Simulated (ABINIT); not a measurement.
# HfB2 (P6/mmm) in ABINIT: notebook

One crystal, HfB2, is run at these levels: LDA, AM05; tasks: band structure.

All numbers are computed with ABINIT 10.8.3 (patched build); they aren't measurements. Logs are shortened: lines on timing, memory, paths and dates and some standing lists are left out, and cuts for length are marked. The log counts tension as positive stress, the text compression.

## 1. Starting point

The structure is hexagonal, space group P6/mmm (No. 191). The conventional cell has a = 3.140 Å, b = 3.140 Å, c = 3.480 Å, α = 90.00°, β = 90.00°, γ = 120.00°. Hf (site symmetry 6/mmm) has 12 B at 2.51 Å as nearest neighbours. Around B (site symmetry -6m2) lie 3 B at 1.81 Å.

## 2. Band structure, LDA, spin-orbit coupling, no magnetisation

run.abi reads:

```
# Datasets: ground state, then fixed potential
ndtset 2

# Pseudopotentials
pp_dirpath "./"
pseudos "Hf.LDA_PW-JTH.xml, B.LDA_PW-JTH.xml"

# Structure
acell 3.14 3.14 3.48 Angstrom
rprim
     1.0000000000     0.0000000000     0.0000000000
    -0.5000000000     0.8660254038     0.0000000000
     0.0000000000     0.0000000000     1.0000000000
ntypat 2
znucl 72 5
natom 3
typat 1 2 2
xred
     0.0000000000     0.0000000000     0.0000000000
     0.6666666667     0.3333333333     0.5000000000
     0.3333333333     0.6666666667     0.5000000000

# Plane-wave basis
ecut 17.0
pawecutdg 34.0

# Exchange and correlation
ixc 7

# Bands and occupations
occopt 3
tsmear 0.00183747

# Spin
nspinor 2
nspden 1
pawspnorb 1

# SCF cycle
nstep 100

# Output
iomode 3
prtwf 0
prteig 0
prtebands 0
prtden1 1
prtvha1 1
prtvclmb1 1
prtpot1 1

# Dataset 1
kptopt1 4
ngkpt1 10 10 8
nshiftk1 1
shiftk1 0.0 0.0 0.0
nband1 26
tolvrs1 1.0e-9

# Dataset 2: bands along G-M-K-G-A-L-H-A
iscf2 -2
getden2 1
nband2 34
nbdbuf2 2
tolwfr2 1.0e-12
kptopt2 -7
ndivsm2 6
prteig2 1
kptbounds2
     0.0000000000     0.0000000000     0.0000000000
     0.5000000000     0.0000000000     0.0000000000
     0.3333333333     0.3333333333     0.0000000000
     0.0000000000     0.0000000000     0.0000000000
     0.0000000000     0.0000000000     0.5000000000
     0.5000000000     0.0000000000     0.5000000000
     0.3333333333     0.3333333333     0.5000000000
     0.0000000000     0.0000000000     0.5000000000
```

Potentials or basis: JTH PAW LDA v2.0.

Started as:

```bash
> abinit run.abi > log 2>&1
```

run.abo:

```text
.Version 10.8.3 of ABINIT
 DATASET    1 : space group P6 2 2 (#177); Bravais hP (primitive hexag.)
================================================================================
 Values of the parameters that define the memory need for DATASET  1.
     intxc =       0    ionmov =       0      iscf =      17    lmnmax =      18
     lnmax =       6     mgfft =      27  mpssoang =       3    mqgrid =    3001
     natom =       3  nloc_mem =       2    nspden =       1   nspinor =       2
    nsppol =       1      nsym =      12    n1xccc =       1    ntypat =       2
    occopt =       3   xclevel =       1
       mpw =         690          nfft =       15552          nkpt =          82
 PAW method is used; the additional fine FFT grid is defined by:
   mgfftf=        36    nfftf =     36864
================================================================================
================================================================================

 DATASET    2 : space group P6 2 2 (#177); Bravais hP (primitive hexag.)
================================================================================
 Values of the parameters that define the memory need for DATASET  2.
     intxc =       0    ionmov =       0      iscf =      -2    lmnmax =      18
     lnmax =       6     mgfft =      27  mpssoang =       3    mqgrid =    3001
     natom =       3  nloc_mem =       2    nspden =       1   nspinor =       2
    nsppol =       1      nsym =      12    n1xccc =       1    ntypat =       2
    occopt =       3   xclevel =       1
       mpw =         692          nfft =       15552          nkpt =          65
 PAW method is used; the additional fine FFT grid is defined by:
   mgfftf=        36    nfftf =     36864
================================================================================
================================================================================

--------------------------------------------------------------------------------
------------- Echo of variables that govern the present computation ------------
--------------------------------------------------------------------------------
 -outvars: echo values of preprocessed input variables --------
            acell      5.9337400354E+00  5.9337400354E+00  6.5762469182E+00 Bohr
              amu      1.78490000E+02  1.08110000E+01
             ecut      1.70000000E+01 Hartree
           getden1          0
           getden2          1
             iscf1         17
             iscf2         -2
                       outvar_i_n : Printing only first  50 k-points.
              ixc           7
           jdtset        1    2
                       outvar_i_n : Printing only first  50 k-points.
           kptopt1          4
           kptopt2         -7
         kptrlatt       10    0    0      0   10    0      0    0    8
          kptrlen1     5.26099753E+01
          kptrlen2     3.00000000E+01
            natom           3
            nband1         26
            nband2         34
           nbdbuf1          0
           nbdbuf2          2
           ndtset           2
           ndivsm1          0
           ndivsm2          6
            ngfft          24      24      27
          ngfftdg          32      32      36
             nkpt1         82
             nkpt2         65
          nspinor           2
            nstep         100
             nsym          12
           ntypat           2
                       prtocc : prtvol=0, do not print more k-points.
           occopt           3
        pawcpxocc           2
        pawecutdg      3.40000000E+01 Hartree
        pawspnorb           1
        prtebands           0
           prteig1          0
           prteig2          1
           prtpot1          1
           prtpot2          0
         prtvclmb1          1
         prtvclmb2          0
           prtvha1          1
           prtvha2          0
            prtwf           0
            rprim      1.0000000000E+00  0.0000000000E+00  0.0000000000E+00
                      -5.0000000000E-01  8.6602540380E-01  0.0000000000E+00
[... 277 lines left out ...]
  2.15E-13  8.54E-13  2.70E-13  6.29E-13  3.26E-13  4.96E-13  4.52E-13  5.59E-13
  2.17E-13  3.37E-13  4.79E-13  3.94E-13  2.43E-13  6.06E-13  8.68E-13  6.15E-13
  2.56E-13  5.98E-13  2.33E-13  5.67E-13  3.33E-13  8.84E-13  8.70E-14  8.94E-13
  8.05E-07  1.22E-06
 -2.1563E+00 -2.1563E+00 -1.1781E+00 -1.1781E+00 -9.2516E-01 -9.2516E-01
 -9.1092E-01 -9.1092E-01 -3.8651E-01 -3.8651E-01  1.6908E-03  1.6908E-03
  4.4118E-03  4.4118E-03  8.2209E-03  8.2209E-03  1.3469E-02  1.3469E-02
  2.5210E-01  2.5210E-01  2.5827E-01  2.5827E-01  2.7854E-01  2.7854E-01
  2.8770E-01  2.8770E-01  2.9384E-01  2.9384E-01  3.0231E-01  3.0231E-01
[... 755 lines left out ...]
  1.9373E-01  1.9373E-01  3.1091E-01  3.1091E-01  3.9089E-01  3.9089E-01
  5.2999E-01  5.2999E-01  5.7029E-01  5.7212E-01
 Non-SCF case, kpt   65 (  0.00000  0.00000  0.50000), residuals and eigenvalues=
  2.92E-13  5.15E-13  3.37E-13  5.36E-13  5.87E-13  6.51E-13  2.43E-13  4.82E-13
  4.25E-13  4.34E-13  3.82E-13  8.17E-13  7.21E-13  9.28E-13  2.91E-13  3.46E-13
  5.23E-13  5.06E-13  4.17E-13  6.31E-13  6.95E-13  8.52E-13  3.14E-13  5.28E-13
  5.33E-13  8.36E-13  5.97E-13  9.57E-13  3.68E-13  5.76E-13  5.73E-13  5.52E-13
  5.85E-07  1.30E-04
 -2.1560E+00 -2.1560E+00 -1.1800E+00 -1.1800E+00 -9.3381E-01 -9.3381E-01
 -9.0991E-01 -9.0991E-01 -2.9510E-01 -2.9510E-01 -1.9313E-01 -1.9313E-01
  6.9644E-02  6.9644E-02  6.9759E-02  6.9759E-02  1.2011E-01  1.2011E-01
  1.2367E-01  1.2367E-01  1.4229E-01  1.4229E-01  1.5442E-01  1.5442E-01
  1.9218E-01  1.9218E-01  3.0053E-01  3.0053E-01  3.8754E-01  3.8754E-01
  5.2983E-01  5.2983E-01  5.6961E-01  5.7186E-01

--- !ResultsGS
iteration_state: {dtset: 2, }
comment   : Summary of ground state results
lattice_vectors:
- [  5.9337400,   0.0000000,   0.0000000, ]
- [ -2.9668700,   5.1387696,   0.0000000, ]
- [  0.0000000,   0.0000000,   6.5762469, ]
lattice_lengths: [   5.93374,    5.93374,    6.57625, ]
lattice_angles: [ 90.000,  90.000, 120.000, ] # degrees, (23, 13, 12)
lattice_volume:   2.0052373E+02
convergence: {deltae:  0.000E+00, res2:  0.000E+00, residm:  9.988E-13, diffor:  0.000E+00, }
etotal    :  -5.61850426E+01
entropy   :   0.00000000E+00
fermie    :   1.08211571E-01
cartesian_stress_tensor: null
pressure_GPa: null
xred      :
- [  0.0000E+00,   0.0000E+00,   0.0000E+00, Hf]
- [  6.6667E-01,   3.3333E-01,   5.0000E-01,  B]
- [  3.3333E-01,   6.6667E-01,   5.0000E-01,  B]
cartesian_forces: null
force_length_stats: {min: null, max: null, mean: null, }
...

 Integrated electronic density in atomic spheres:
 ------------------------------------------------
 Atom  Sphere_radius  Integrated_density
    1        2.41119          9.70630970
    2        1.70617          1.85017918
    3        1.70617          1.85017918

================================================================================

 ----iterations are completed or convergence reached----

 Mean square residual over all n,k,spin=   56.746E-14; max=  99.876E-14
 reduced coordinates (array xred) for    3 atoms
       0.000000000000      0.000000000000      0.000000000000
       0.666666666667      0.333333333333      0.500000000000
       0.333333333333      0.666666666667      0.500000000000

 cartesian coordinates (angstrom) at end:
    1      0.00000000000000     0.00000000000000     0.00000000000000
    2      1.57000000000000     0.90643992264400     1.74000000000000
    3      0.00000000000000     1.81287984528800     1.74000000000000
 length scales=  5.933740035350  5.933740035350  6.576246918159 bohr
              =  3.140000000000  3.140000000000  3.480000000000 angstroms
 Eigenvalues (hartree) for nkpt=  65  k points:
 kpt#   1, nband= 34, wtk=  1.00000, kpt=  0.0000  0.0000  0.0000 (reduced coord)
  -2.15628   -2.15628   -1.17812   -1.17812   -0.92516   -0.92516   -0.91092   -0.91092
  -0.38651   -0.38651    0.00169    0.00169    0.00441    0.00441    0.00822    0.00822
   0.01347    0.01347    0.25210    0.25210    0.25827    0.25827    0.27854    0.27854
   0.28770    0.28770    0.29384    0.29384    0.30231    0.30231    0.30313    0.30313
   0.39647    0.39647
 kpt#   2, nband= 34, wtk=  1.00000, kpt=  0.0500  0.0000  0.0000 (reduced coord)
  -2.15624   -2.15624   -1.17827   -1.17827   -0.92527   -0.92527   -0.91150   -0.91150
  -0.38450   -0.38450   -0.00009   -0.00009    0.00374    0.00374    0.00684    0.00684
   0.01177    0.01177    0.25148    0.25148    0.25486    0.25486    0.26612    0.26612
   0.27115    0.27115    0.30672    0.30672    0.31430    0.31430    0.32095    0.32095
   0.39068    0.39069
 kpt#   3, nband= 34, wtk=  1.00000, kpt=  0.1000  0.0000  0.0000 (reduced coord)
  -2.15611   -2.15611   -1.17869   -1.17869   -0.92560   -0.92560   -0.91310   -0.91310
  -0.37855   -0.37855   -0.01511   -0.01511    0.00481    0.00481    0.00758    0.00758
   0.00991    0.00991    0.23157    0.23157    0.25002    0.25002    0.25538    0.25538
   0.26865    0.26865    0.32076    0.32076    0.33766    0.33766    0.34924    0.34924
[... 359 lines left out ...]
   0.19851    0.19851    0.33641    0.33641    0.40052    0.40052    0.52703    0.52703
   0.57169    0.57186
 kpt#  64, nband= 34, wtk=  1.00000, kpt=  0.0278  0.0278  0.5000 (reduced coord)
  -2.15598   -2.15598   -1.18007   -1.18007   -0.93386   -0.93386   -0.91042   -0.91042
  -0.29474   -0.29474   -0.19035   -0.19035    0.05447    0.05447    0.05706    0.05706
   0.13208    0.13208    0.13423    0.13423    0.14261    0.14261    0.15355    0.15355
   0.19373    0.19373    0.31091    0.31091    0.39089    0.39089    0.52999    0.52999
   0.57029    0.57212
 kpt#  65, nband= 34, wtk=  1.00000, kpt=  0.0000  0.0000  0.5000 (reduced coord)
  -2.15602   -2.15602   -1.17995   -1.17995   -0.93381   -0.93381   -0.90991   -0.90991
  -0.29510   -0.29510   -0.19313   -0.19313    0.06964    0.06964    0.06976    0.06976
   0.12011    0.12011    0.12367    0.12367    0.14229    0.14229    0.15442    0.15442
   0.19218    0.19218    0.30053    0.30053    0.38754    0.38754    0.52983    0.52983
   0.56961    0.57186

== END DATASET(S) ==============================================================
================================================================================

 -outvars: echo values of variables after computation  --------
            acell      5.9337400354E+00  5.9337400354E+00  6.5762469182E+00 Bohr
           etotal1    -5.6185042569E+01
            fcart1    -0.0000000000E+00  1.6374573995E-30 -0.0000000000E+00
                      -0.0000000000E+00 -8.1872869974E-31 -0.0000000000E+00
                      -0.0000000000E+00 -8.1872869974E-31 -0.0000000000E+00
            rprim      1.0000000000E+00  0.0000000000E+00  0.0000000000E+00
                      -5.0000000000E-01  8.6602540380E-01  0.0000000000E+00
                       0.0000000000E+00  0.0000000000E+00  1.0000000000E+00
           strten1     3.5913079266E-04  3.5913079105E-04  3.4733227102E-04
                       0.0000000000E+00  0.0000000000E+00  0.0000000000E+00
           xangst      0.0000000000E+00  0.0000000000E+00  0.0000000000E+00
                       1.5700000000E+00  9.0643992264E-01  1.7400000000E+00
                       1.6339487259E-17  1.8128798453E+00  1.7400000000E+00
             xred      0.0000000000E+00  0.0000000000E+00  0.0000000000E+00
                       6.6666666667E-01  3.3333333333E-01  5.0000000000E-01
                       3.3333333333E-01  6.6666666667E-01  5.0000000000E-01
 Calculation completed.
```

It took 2.9 min on 1 thread of Arm Neoverse V1, shared host; peak memory 0.13 GiB.

Results:

```yaml
Free_energy: -1528.8729 eV
Pressure: -10.5 GPa
Band_gap_on_the_k_mesh: none (metal or under the smearing width)
Valence_electrons_inside_the_program's_atomic_spheres: Hf 9.71; B 1.85
```

Stress tensor (GPa, compression positive):
```
-10.57   0.00   0.00
  0.00 -10.57   0.00
  0.00   0.00 -10.22
```

Levels at the corners of the path, in eV from the Fermi level:
| point | band 14 | band 15 | band 16 | band 17 | band 18 | band 19 | band 20 | band 21 | band 22 | band 23 |
| --- | --- | --- | --- | --- | --- | --- | --- | --- | --- | --- |
| Γ | -2.82 | -2.72 | -2.72 | -2.58 | -2.58 | 3.92 | 3.92 | 4.08 | 4.08 | 4.63 |
| M | -4.00 | -3.27 | -3.27 | -2.75 | -2.75 | 2.27 | 2.27 | 2.78 | 2.78 | 5.53 |
| K | -7.59 | -2.52 | -2.52 | -2.44 | -2.44 | 1.73 | 1.73 | 1.92 | 1.92 | 3.50 |
| Γ | -2.82 | -2.72 | -2.72 | -2.58 | -2.58 | 3.92 | 3.92 | 4.08 | 4.08 | 4.63 |
| A | -1.05 | -1.05 | -1.05 | 0.32 | 0.32 | 0.42 | 0.42 | 0.93 | 0.93 | 1.26 |
| L | -4.83 | -4.57 | -4.57 | -2.44 | -2.44 | 4.15 | 4.15 | 4.27 | 4.27 | 6.22 |
| H | -5.34 | -3.13 | -3.13 | -2.78 | -2.78 | 4.46 | 4.46 | 5.44 | 5.44 | 6.94 |
| A | -1.05 | -1.05 | -1.05 | 0.32 | 0.32 | 0.42 | 0.42 | 0.93 | 0.93 | 1.26 |

## 3. Band structure, AM05

Changes to run.abi since step 2:

```diff
@@ -5,6 +5,6 @@
 pp_dirpath "./"
-pseudos "Hf.LDA_PW-JTH.xml, B.LDA_PW-JTH.xml"
+pseudos "Hf.GGA_PBE-JTH.xml, B.GGA_PBE-JTH.xml"
 
 # Structure
-acell 3.14 3.14 3.48 Angstrom
+acell 5.9337400313 5.9337400314 6.5762469137
 rprim
@@ -27,3 +27,3 @@
 # Exchange and correlation
-ixc 7
+ixc -120135
 
@@ -31,8 +31,3 @@
 occopt 3
-tsmear 0.00183747
-
-# Spin
-nspinor 2
-nspden 1
-pawspnorb 1
+tsmear 0.05 eV
 
@@ -46,9 +41,7 @@
 prtebands 0
+enunit 1
 prtden1 1
-prtvha1 1
-prtvclmb1 1
-prtpot1 1
 
 # Dataset 1
-kptopt1 4
+kptopt1 1
 ngkpt1 10 10 8
@@ -56,3 +49,3 @@
 shiftk1 0.0 0.0 0.0
-nband1 26
+nband1 13
 tolvrs1 1.0e-9
@@ -62,3 +55,3 @@
 getden2 1
-nband2 34
+nband2 17
 nbdbuf2 2
@@ -66,3 +59,3 @@
 kptopt2 -7
-ndivsm2 6
+ndivsm2 5
 prteig2 1
```

Potentials or basis: JTH PAW PBE v2.0.

Started as:

```bash
> abinit run.abi > log 2>&1
```

run.abo:

```text
.Version 10.8.3 of ABINIT
 DATASET    1 : space group P6/m m m (#191); Bravais hP (primitive hexag.)
================================================================================
 Values of the parameters that define the memory need for DATASET  1.
     intxc =       0    ionmov =       0      iscf =      17    lmnmax =      18
     lnmax =       6     mgfft =      27  mpssoang =       3    mqgrid =    3001
     natom =       3  nloc_mem =       2    nspden =       1   nspinor =       1
    nsppol =       1      nsym =      24    n1xccc =       1    ntypat =       2
    occopt =       3   xclevel =       2
       mpw =         690          nfft =       15552          nkpt =          70
 PAW method is used; the additional fine FFT grid is defined by:
   mgfftf=        36    nfftf =     36864
================================================================================
================================================================================

 DATASET    2 : space group P6/m m m (#191); Bravais hP (primitive hexag.)
[... 983 lines left out ...]
  15.71897

== END DATASET(S) ==============================================================
================================================================================

 -outvars: echo values of variables after computation  --------
            acell      5.9337400313E+00  5.9337400314E+00  6.5762469137E+00 Bohr
           etotal1    -5.5898513098E+01
            fcart1     7.5630917683E-30 -1.3099659204E-29 -0.0000000000E+00
                      -1.5126183537E-29 -1.4717557511E-40 -0.0000000000E+00
                       7.5630917683E-30  1.3099659205E-29 -0.0000000000E+00
            rprim      1.0000000000E+00  0.0000000000E+00  0.0000000000E+00
                      -5.0000000000E-01  8.6602540380E-01  0.0000000000E+00
                       0.0000000000E+00  0.0000000000E+00  1.0000000000E+00
           strten1     1.6450390105E-04  1.6450389788E-04  2.1135113784E-04
                       0.0000000000E+00  0.0000000000E+00  4.4245889471E-13
           xangst      0.0000000000E+00  0.0000000000E+00  0.0000000000E+00
                       1.5699999989E+00  9.0643992204E-01  1.7399999988E+00
                      -1.7639296020E-11  1.8128798441E+00  1.7399999988E+00
             xred      0.0000000000E+00  0.0000000000E+00  0.0000000000E+00
                       6.6666666667E-01  3.3333333333E-01  5.0000000000E-01
                       3.3333333333E-01  6.6666666667E-01  5.0000000000E-01
 Calculation completed.
```

Wall time 37 s (1 thread of Arm Neoverse V1, shared host); peak memory 0.11 GiB.

What came out:

* Free energy: -1521.0760 eV
* Band gap on the k mesh: none (metal or under the smearing width)
* Valence electrons inside the program's atomic spheres: Hf 9.69; B 1.84

Levels at the corners of the path, in eV from the Fermi level:
```tsv
point	band 6	band 7	band 8	band 9	band 10	band 11	band 12	band 13
Γ	-2.94	-2.76	-2.76	-2.64	4.14	4.14	4.81	4.81
M	-8.86	-4.01	-3.28	-2.79	2.27	2.84	5.74	5.87
K	-8.11	-7.67	-2.48	-2.48	1.84	1.84	3.56	9.58
Γ	-2.94	-2.76	-2.76	-2.64	4.14	4.14	4.81	4.81
A	-8.28	-1.02	-1.02	0.42	0.42	1.11	1.11	2.34
L	-7.35	-4.84	-4.61	-2.56	4.15	4.27	6.41	7.38
H	-8.97	-5.38	-3.05	-3.05	4.53	5.52	7.12	7.12
A	-8.28	-1.02	-1.02	0.42	0.42	1.11	1.11	2.34
```

Caveat: the cutoff is too short for stress, so the log's stress isn't used; the PAW data sets were made with another functional, which shifts forces and pressure a little; spin-orbit coupling is left out, which moves the levels of the heavy elements.
